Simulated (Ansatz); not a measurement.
Reactions of CH9GeNOSi, SMILES `CO[SiH2][NH][GeH3]`.

Isolated molecules relaxed with PBE0-D4/def2-TZVP in Ansatz; ΔE leaves out vibrations. CCSD(T)/CBS is the MP2 limit (def2-TZVPP, def2-QZVPP) plus CCSD(T) − MP2 in def2-TZVPP, frozen cores. This one scheme is used for every species. DFT in def2-TZVPP. For Ge, Se outer-core shells are correlated without core-valence functions, which leaves a few kJ/mol of doubt a bond. Scalar relativity is left out up to krypton. Each species was taken in one conformer, which may not be the lowest.

| reaction | CCSD(T)/CBS(def2) (eV) |
| --- | --- |
| `CO[SiH2][NH][GeH3]` + `CC(O)=S` → `CC(=S)[O][GeH3]` + `CO[SiH2]N` | 0.11 |
| `CO[SiH2][NH][GeH3]` + `[CH3][Ge]([OH])([F])[Cl]` → `C[SiH2][NH][GeH3]` + `C[O][Ge]([OH])([F])[Cl]` | 0.82 |
| `CO[SiH2][NH][GeH3]` + PH₃ → `CO[SiH2]P` + `[NH2][GeH3]` | ? |
| `CO[SiH2][NH][GeH3]` + `C[SeH]` → `C[Se][GeH3]` + `CO[SiH2]N` | -0.51 |
| `CO[SiH2][NH][GeH3]` + `CC(=O)O` → `CO[SiH2]OC(C)=O` + `[NH2][GeH3]` | -0.23 |
| `CO[SiH2][NH][GeH3]` + `[SiH3]P` → `CO[SiH2]P` + `[SiH3][NH][GeH3]` | ? |
| `CO[SiH2][NH][GeH3]` + `O[SiH](O)F` → `CO[SiH2]O[SiH](O)F` + `[NH2][GeH3]` | -0.58 |

Task: Fill in the missing values. (An estimate is asked.)

Result: The calculation gave: `CO[SiH2][NH][GeH3]` + PH₃ → `CO[SiH2]P` + `[NH2][GeH3]`: +0.59 eV; `CO[SiH2][NH][GeH3]` + `[SiH3]P` → `CO[SiH2]P` + `[SiH3][NH][GeH3]`: +0.22 eV.

Largest T1 diagnostic: 0.017, for `CC(O)=S`.
